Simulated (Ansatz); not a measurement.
Crystal: Ge.

```
Ge
1.0
     1.48805   -2.59469    0.00000
     1.48805    2.59469    0.00000
     0.00000    0.00000    4.72760
Ge
2
Cartesian
  1.4881 0.8643 1.1819
  1.4881 -0.8643 3.5457
```

This isn't the form of Ge at room conditions, which is diamond.

Base run:

```yaml
Program: Ansatz 0.2.0
Functional: LDA
Potentials_or_basis: Ansatz PAW
Cutoff: "420 eV (not typed: the program's choice for these potentials)"
k_mesh: 10 × 10 × 6
Occupations: gaussian, width 0.1 eV
Spin: no spin polarisation
```

Its results: band gap on the k mesh none (metal or under the smearing width); pressure -1.2 GPa.

Q: The run is repeated on the same cell with these changes: functional from LDA to PBE; occupations from gaussian, width 0.1 eV to gaussian, width 0.05 eV. What comes out?

A: Band gap on the k mesh none (metal or under the smearing width); pressure 4.3 GPa.

Caveats: the PAW data sets come from PBE, with cores solved anew for the run's functional, which leaves a small shift of forces and pressure (some runs).
